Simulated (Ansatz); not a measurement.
A 3-atom cell of CaF2 built on the fluorite structure (relaxed group Fm-3m): a relaxation of cell and atoms in Ansatz (PBE). The start is a rough guess from atomic radii.

Input file:
```yaml
crystal:
  lattice:
    - [0.0, 2.75802597, 2.75802597]
    - [2.75802597, 0.0, 2.75802597]
    - [2.75802597, 2.75802597, 0.0]
  atoms:
    - { symbol: Ca, position: [0.0, 0.0, 0.0] }
    - { symbol: F, position: [0.75, 0.75, 0.75] }
    - { symbol: F, position: [0.25, 0.25, 0.25] }
kpoints:
  mp_grid: { grid: [8, 8, 8] }
hamiltonian:
  xc: pbe
scf:
  occupations: { method: fermi_dirac, width: 0.02 }
relax:
  f_tol: 0.005
  cell: {}
```

Run as `ansatz run input.yaml --threads 2 --pin off --max-ram 20275MiB --backend cpu --events-out ev --progress --plain --runs-dir out`. It took 1.2 s on 2 threads of AMD EPYC 7R13 Processor (Zen 3) (shared host), load about 3.0 per core; peak host memory 0.33 GiB.

What the program printed (shortened):
```
Functional definition: PBE
Crystal: 3 atoms, lattice volume = 41.959 Å³
Basis set: ecut = 420 eV, 869 PW (Γ)
Bands: 16, of which v1, the nominal top of the filled ones, is band 12 counted from 1 (11 counted from 0)
Symmetry: 48 space group operations
Space group: Fm-3m (ITA 225)
k-points: 29 of 512
relax step 1: F+E_penalty+E_count = -3439.81069360 eV  P = -0.212 GPa  Ω = 41.959 Å³
relax step 2: F+E_penalty+E_count = -3439.81110326 eV  P = -0.015 GPa  Ω = 41.861 Å³
relax step 3: F+E_penalty+E_count = -3439.81079047 eV  P = -0.033 GPa  Ω = 41.861 Å³  (SCF on a basis re-selected at this cell)
SCF converged after 7 iterations
Free energy (F): -3439.810790 eV
Fermi energy:    6.654767 eV
--- Stress (GPa, compression-positive) ---
       -0.032603       0.000000       0.000000
        0.000000      -0.032603       0.000000
        0.000000       0.000000      -0.032603
  P = ⅓ Tr σ = -0.0326 GPa (-0.326 kbar)
--- Relaxed structure (2 steps of the walk, 2 accepted, 1 SCFs on fresh bases) ---
  F+E_penalty+E_count = -3439.81079047 eV
  cell:  # Å, volume = 41.8612 Å³
    - [0.000000, 2.755881, 2.755881]
    - [2.755881, 0.000000, 2.755881]
    - [2.755881, 2.755881, 0.000000]
  atoms:
    - { symbol: Ca, position: [0.000000, 0.000000, 0.000000] }
    - { symbol: F, position: [0.750000, 0.750000, 0.750000] }
    - { symbol: F, position: [0.250000, 0.250000, 0.250000] }
```

The walk took 2 steps and changed the volume by -0.2 %. The last SCF, on a fresh basis, lies 0.0 meV an atom below the first. Final cell: it is cubic, Fm-3m (No. 225); a = 5.512 Å in the conventional setting, 13.95 Å³ an atom. Ca is surrounded by 8 F at 2.39 Å; F is surrounded by 4 Ca at 2.39 Å.

(Simulation; spin polarisation is off.)
